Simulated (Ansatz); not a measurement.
# TiCo: the cost of one run

Method: DFT PBE, scalar-relativistic, plane waves, PAW, in Ansatz 0.2.0.

1 further run of the same task is left out (it didn't finish).

**1. The system as given**

Symmetry: Fm-3m, No. 225, cubic system. Conventional cell: a = 4.669 Å, b = 4.669 Å, c = 4.669 Å, α = 90.00°, β = 90.00°, γ = 90.00°. Around Ti (site symmetry m-3m) lie 6 Co at 2.33 Å. Around Co (site symmetry m-3m) lie 6 Ti at 2.33 Å.

Structure file:

```
Ti Co
1.0
     0.00000    2.33448    2.33448
     2.33448    0.00000    2.33448
     2.33448    2.33448    0.00000
Ti Co
1 1
Direct
  0.50000 0.50000 0.50000
  0.00000 0.00000 0.00000
```

The cell is invented: species swapped into a database cell of TePb (Fm-3m, No. 225), with Ti on the Te sites and Co on the Pb sites. Lengths come from tabulated atomic sizes and are only a guess.

**2. A first look at the guess**

The input, input.yaml:

```yaml
crystal:
  lattice:
    - [0.0, 2.33448458, 2.33448458]
    - [2.33448458, 0.0, 2.33448458]
    - [2.33448458, 2.33448458, 0.0]
  atoms:
    - { symbol: Ti, position: [0.5, 0.5, 0.5] }
    - { symbol: Co, position: [0.0, 0.0, 0.0], spin: 3.0 }
basis:
  ecutwfc: 420
kpoints:
  mp_grid: { grid: [6, 6, 6] }
hamiltonian:
  xc: pbe
scf:
  occupations: { method: gaussian, width: 0.1 }
  lower_state_search: "off"
output:
  forces: true
  stress: true
  eigenvalues: true
  populations: true
magnetization:
  spin_polarized: true
```

Command:

```
$ ansatz run input.yaml --threads 1 --pin off --max-ram 2560MiB --backend cpu --events-out ev --progress --plain --runs-dir out
```

What time and memory should one allow on 1 thread of Arm Neoverse V2, shared host?

About 2.4 s, with a peak of 0.28 GiB.
